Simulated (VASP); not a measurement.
Input of a VASP 6.6.1 run:

INCAR

```
SYSTEM = Ta
PREC = Accurate ; ENCUT = 520
EDIFF = 1E-6 ; ISMEAR = 0
SIGMA = 0.1 ; LREAL = .FALSE.
LASPH = .TRUE. ; NELM = 100
ALGO = Normal ; ISIF = 2
LWAVE = .FALSE. ; LCHARG = .TRUE.
GGA = PS ; LELF = .TRUE.
LVHAR = .TRUE.
```

Contents of KPOINTS:

```
regular mesh
0
G
  18 18 18
  0 0 0
```

File POSCAR:

```
Ta
1.0
   -1.6549278100      1.6549278100      1.6549278100
    1.6549278100     -1.6549278100      1.6549278100
    1.6549278100      1.6549278100     -1.6549278100
Ta
1
Direct
    0.0000000000      0.0000000000      0.0000000000
```

Potentials or basis: VASP PAW PBE potentials, release 64 (Ta_pv).

Command:

```sh
$ cat potpaw_PBE.64/Ta_pv/POTCAR > POTCAR
$ mpirun -np 1 vasp_std > vasp.out
```

Problem. Predict the pressure.

Solution. -5.1 GPa.

Problem. Predict the band gap on the k mesh.

Solution. None (metal or under the smearing width).

Caveat: the PAW data sets were made with another functional, which shifts forces and pressure a little. The run has no spin-orbit coupling, so splittings on Ta are missing.
